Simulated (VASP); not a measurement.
## ZnSe in VASP 6.6.1, single-point calculation

INCAR

```
NBANDS = 16
ISMEAR = -1
LASPH = .TRUE.
METAGGA = MS2
PREC = Accurate
ISIF = 2
NELM = 120
LCHARG = .FALSE.
SIGMA = 0.02
EDIFF = 1E-7
NELECT = 17.98
LREAL = .FALSE.
ENCUT = 520
NSW = 0
LWAVE = .FALSE.
NELMDL = -12
IBRION = -1
```

KPOINTS

```
KPOINTS created by Atomic Simulation Environment
0
Gamma
8 8 8
0 0 0
```

POSCAR

```
Zn Se
 1.0000000000000000
     0.0000000000000000    2.7757722707000001    2.8980852750000001
     2.7757722707000001    0.0000000000000000    2.8980852750000001
     2.7757722707000001    2.7757722707000001    0.0000000000000000
 Zn  Se
   1   1
Cartesian
  0.0000000000000000  0.0000000000000000  0.0000000000000000
  1.3878861353500000  1.3878861353500000  1.4490426374999998
```

The recommended PBE PAW datasets give the neutral cell 18 valence electrons.

Command

```
mpirun -np 1 vasp_std
```

OSZICAR

```
N       E                     dE             d eps       ncg     rms          rms(c)
DAV:   1     0.719243038349E+02    0.71924E+02   -0.76155E+03  1896   0.113E+03
DAV:   2    -0.119690589531E+02   -0.83893E+02   -0.78800E+02  2120   0.238E+02
DAV:   3    -0.168318392820E+02   -0.48628E+01   -0.48419E+01  2344   0.570E+01
DAV:   4    -0.168633455107E+02   -0.31506E-01   -0.31503E-01  2296   0.499E+00
DAV:   5    -0.168634599061E+02   -0.11440E-03   -0.11439E-03  2416   0.290E-01
DAV:   6    -0.168634607107E+02   -0.80466E-06   -0.80468E-06  2336   0.240E-02
DAV:   7    -0.168634607175E+02   -0.67826E-08   -0.67519E-08  2048   0.211E-03
DAV:   8    -0.168634607179E+02   -0.39313E-09   -0.44354E-09  1848   0.601E-04
DAV:   9    -0.168634607180E+02   -0.73214E-10   -0.78411E-10  1656   0.256E-04
DAV:  10    -0.168634607180E+02   -0.21373E-10   -0.15034E-10  1528   0.109E-04
...
DAV:  17    -0.848090922923E+01   -0.25678E-02   -0.99117E-03  2336   0.190E+00    0.145E-01
DAV:  18    -0.848037920542E+01    0.53002E-03   -0.16580E-03  2472   0.801E-01    0.106E-01
DAV:  19    -0.847990791976E+01    0.47129E-03   -0.26331E-04  2488   0.373E-01    0.451E-02
DAV:  20    -0.847970531117E+01    0.20261E-03   -0.11028E-04  2480   0.224E-01    0.482E-03
DAV:  21    -0.847968772812E+01    0.17583E-04   -0.21532E-05  2416   0.437E-02    0.479E-03
DAV:  22    -0.847968806873E+01   -0.34061E-06   -0.58678E-07  2032   0.630E-03    0.443E-03
DAV:  23    -0.847969440723E+01   -0.63385E-05   -0.37148E-07  2056   0.154E-02    0.173E-03
DAV:  24    -0.847969663206E+01   -0.22248E-05   -0.13469E-07  1048   0.888E-03    0.826E-04
DAV:  25    -0.847969672331E+01   -0.91249E-07   -0.48792E-08   976   0.185E-03
   1 F= -.84796967E+01 E0= -.84794374E+01  d E =-.518556E-03
```

Standard output (part)

```
POSCAR found type information on POSCAR ZnSe
 POSCAR found :  2 types and       2 ions
 LDA part: xc-table for (None), standard interpolation
 POSCAR, INCAR and KPOINTS ok, starting setup
 WAVECAR not read
 entering main loop
 the old and the new charge density differ
    0.629E+00
```

From OUTCAR

```
k-points           NKPTS =     59   k-points in BZ     NKDIM =     59   number of bands    NBANDS=     16

   NELECT =      17.9800    total number of electrons

   dimension x,y,z NGX =    30 NGY =   30 NGZ =   30
   dimension x,y,z NGXF=    60 NGYF=   60 NGZF=   60

  energy-cutoff  :      520.00
  volume of cell :       44.66
      direct lattice vectors                 reciprocal lattice vectors
     0.000000000  2.775772271  2.898085275    -0.180130051  0.180130051  0.172527705
     2.775772271  0.000000000  2.898085275     0.180130051 -0.180130051  0.172527705
     2.775772271  2.775772271  0.000000000     0.180130051  0.180130051 -0.172527705

 k-points in reciprocal lattice and weights: KPOINTS created by Atomic Simulation Env
   0.00000000  0.00000000  0.00000000       0.002
   0.12500000  0.00000000  0.00000000       0.016
   0.25000000  0.00000000  0.00000000       0.016
   0.37500000  0.00000000  0.00000000       0.016
   0.50000000  0.00000000  0.00000000       0.008
   0.12500000  0.12500000  0.00000000       0.004
   0.25000000  0.12500000  0.00000000       0.016
   0.37500000  0.12500000  0.00000000       0.016
   ...

 E-fermi :   1.4457

 k-point     1 :       0.0000    0.0000    0.0000
  band No.  band energies     occupation
      1     -12.0918      2.00000
      2      -5.0291      2.00000
      3      -5.0089      2.00000
      4      -5.0089      2.00000
      5      -4.5896      2.00000
      6      -4.5835      2.00000
      7       1.4053      1.76540
      8       1.5759      0.00296
      9       1.5759      0.00296
     10       3.2568      0.00000
     11       7.6255      0.00000
     12       7.6256      0.00000
     13       7.6492      0.00000
     14      11.7281      0.00000
     15      12.9426      0.00000
     16      13.8004      0.00000

 k-point     2 :       0.1250    0.0000    0.0000
  band No.  band energies     occupation
      1     -11.9859      2.00000
      2      -5.0185      2.00000
      3      -4.9985      2.00000
      4      -4.9909      2.00000
      5      -4.5901      2.00000
      6      -4.5861      2.00000
      7       0.2440      2.00000
      8       1.2955      1.99890
      9       1.4320      1.32853
     10       4.1935      0.00000
     11       7.5138      0.00000
     12       7.9016      0.00000
     13       7.9220      0.00000
     14      12.1614      0.00000
     15      12.6761      0.00000
     16      12.8342      0.00000

 k-point     3 :       0.2500    0.0000    0.0000
  band No.  band energies     occupation
      1     -11.7105      2.00000
      2      -4.9774      2.00000
      3      -4.9531      2.00000
      4      -4.9501      2.00000
      5      -4.5882      2.00000
      6      -4.5854      2.00000
      7      -1.5330      2.00000
      8       0.9293      2.00000
      9       1.1230      2.00000
     10       4.6514      0.00000
     11       8.0823      0.00000
     12       8.3586      0.00000
     13       8.5008      0.00000
     14      12.0575      0.00000
     15      12.4082      0.00000
     16      12.6434      0.00000

 ...

  Total        0.1689777      0.1689777     -0.2115560      0.0000000     -0.0000000      0.0000000
  in kB        6.0622120      6.0622120     -7.5897430      0.0000000     -0.0000000      0.0000000
  external PRESSURE =       1.5115603 kB  Pullay stress =       0.0000000 kB

 POSITION                                       TOTAL-FORCE (eV/Angst)
 -----------------------------------------------------------------------------------
      0.00000      0.00000      0.00000         0.000000      0.000000      0.000000
      1.38789      1.38789      1.44904        -0.000000     -0.000000      0.000000
 -----------------------------------------------------------------------------------
    total drift:                                0.000038      0.000038     -0.000086

  FREE ENERGIE OF THE ION-ELECTRON SYSTEM (eV)
  ---------------------------------------------------
  free  energy   TOTEN  =        -8.4796967233 eV

  energy  without entropy=       -8.4791781673  energy(sigma->0) =       -8.47943745
```

It converged. Results: pressure 0.2 GPa.

The cell is charged and sits in a uniform background.

For comparison, a separate PBE run of the intended cell, on usual settings and not on those above, gives a gap of 1.30 eV on its mesh and a pressure of 3.6 GPa.

The run above took about 4 min on one core of a shared host (Intel Xeon Platinum 8488C) and held 0.19 GiB at most.
